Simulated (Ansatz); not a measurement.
# Nb: pressure up to the limit of the methods

The task here is to estimate one member of a computed series from the others.

Method: DFT PBE, with the methods named in each step, in Ansatz 0.2.0.

### Starting point

Symmetry: I4_1/amd, No. 141, tetragonal system. Conventional cell: a = 5.140 Å, b = 5.140 Å, c = 2.827 Å, α = 90.00°, β = 90.00°, γ = 90.00°. Nb (site symmetry -4m2) is surrounded by 6 Nb at 2.67 to 2.83 Å.

As a file:

```cif
data_structure
_symmetry_space_group_name_H-M 'I4_1/amd:1'
_symmetry_Int_Tables_number 141
_cell_length_a 5.1398
_cell_length_b 5.1398
_cell_length_c 2.8269
_cell_angle_alpha 90.000
_cell_angle_beta 90.000
_cell_angle_gamma 90.000
_cell_volume 74.68
loop_
_atom_site_label
_atom_site_type_symbol
_atom_site_symmetry_multiplicity
_atom_site_Wyckoff_symbol
_atom_site_fract_x
_atom_site_fract_y
_atom_site_fract_z
_atom_site_occupancy
Nb1 Nb 4 b 0.00000 0.00000 0.50000 1
```

The file gives the conventional cell by its symmetry; the runs use the cell typed in the input.

Whether this phase is the stable one at these pressures isn't tested.

Atoms are numbered in the order of the input: Nb1, Nb2.

Set-up of the first run:

File input.yaml:

```yaml
crystal:
  lattice:
    - [-2.5698957435, 2.5698957435, 1.4134426589]
    - [2.5698957435, -2.5698957435, 1.4134426589]
    - [2.5698957435, 2.5698957435, -1.4134426589]
  atoms:
    - { symbol: Nb, position: [-0.375, -0.125, -0.25] }
    - { symbol: Nb, position: [0.375, 0.125, 0.25] }
kpoints:
  mp_grid: { grid: [15, 15, 15] }
scf:
  occupations: { method: fermi_dirac, width: 0.1 }
hamiltonian:
  xc: pbe
  pseudopotentials: { kind: paw }
output:
  forces: true
  stress: true
relax:
  f_tol: 0.005
  max_steps: 40
  cell: {}
```

Run with:

```sh
$ ansatz run input.yaml --threads 1 --pin off --max-ram 2048MiB --backend cpu --events-out ev --progress --plain --runs-dir out
```

Steps of the session up to this table: Cell relaxed at zero pressure, PAW; Volume scaled by 1, PAW; Shape and atoms relaxed at 0.9 of the volume, PAW; Volume scaled by 0.9, PAW; Shape and atoms relaxed at 0.8 of the volume, PAW; Volume scaled by 0.8, PAW; Shape and atoms relaxed at 0.7 of the volume, PAW; Volume scaled by 0.7, PAW; Shape and atoms relaxed at 0.6 of the volume, PAW; Volume scaled by 0.6, PAW; Shape and atoms relaxed at 0.5 of the volume, PAW; Volume scaled by 0.5, PAW; Shape and atoms relaxed at 0.4 of the volume, PAW; Volume scaled by 0.4, PAW; Volume scaled by 0.4, PAW (level accurate).

One of the session's tables, all rows but one given; the rest of the session is left out.

```
              method  volume over the first  volume (Å³/atom)  pressure (GPa)
                 PAW                      1            19.191            0.00
                 PAW                    0.9                 ?               ?
                 PAW                    0.8            15.353           48.79
                 PAW                    0.7            13.433          100.98
                 PAW                    0.6            11.514          196.98
                 PAW                    0.5             9.595          388.60
                 PAW                    0.4             7.676          818.43
PAW (level accurate)                    0.4             7.676          820.30
```

Q: Estimate the row for PAW, 0.9 from the others.

As computed: volume (Å³/atom): 17.272; pressure (GPa): 18.45. In the column «volume (Å³/atom)» it lies between PAW, 0.8 (15.353) and PAW, 1 (19.191).

Limits of these values: At pressures up to 820 GPa the PAW spheres may overlap and frozen cores may not hold, so those PAW values are rough without an all-electron check.
